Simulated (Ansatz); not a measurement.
**LiCl: excitons and shallow donors from band masses and screening**

These are results of Ansatz 0.2.0, DFT PBE, scalar-relativistic, plane waves, PAW, not measurements.

Plane waves to 420 eV, a k mesh through Γ of 8×8×8 on the computed 2-atom cell and Gaussian smearing (0.02 eV); no spin polarisation.

Relaxed cell: Fm-3m, a = 5.150 Å, b = 5.150 Å, c = 5.150 Å, α = 90.00°, β = 90.00°, γ = 90.00°, 2 atoms in the primitive cell.

The calculation gives a Kohn–Sham gap of 6.26 eV, an electron mass of 0.468 mₑ and a hole mass of 1.39 mₑ (harmonic means over x, y, z and over the bands degenerate at each edge), and ε∞ = 3.23 (independent particles, mean of the diagonal).

Estimate the binding energy and radius of a Wannier–Mott exciton and of a shallow donor, and say whether the hydrogenic model can hold.

The reduced mass is μ = mₙmₕ/(mₙ + mₕ) = 0.35 mₑ, with mₙ and mₕ the band masses. With E_b = 13.606 eV × μ/ε² and a = 0.529 Å × ε/μ (μ in mₑ) the exciton has E_b = 457 meV and a = 4.9 Å. For a donor μ is the electron mass: 611 meV and 3.7 Å. The radius isn't large against the shortest lattice vector (3.64 Å), so the continuum picture is doubtful and the numbers are only a scale. In a polar crystal the ions screen too, so a state bound more weakly than an optical phonon feels the larger static constant, which lowers the energy and widens the orbit. The other way, the small Kohn–Sham gap and the missing local fields make ε∞ too large and the masses tend to be too light, which underbinds. The edges lie at different points of the zone, so the exciton is indirect.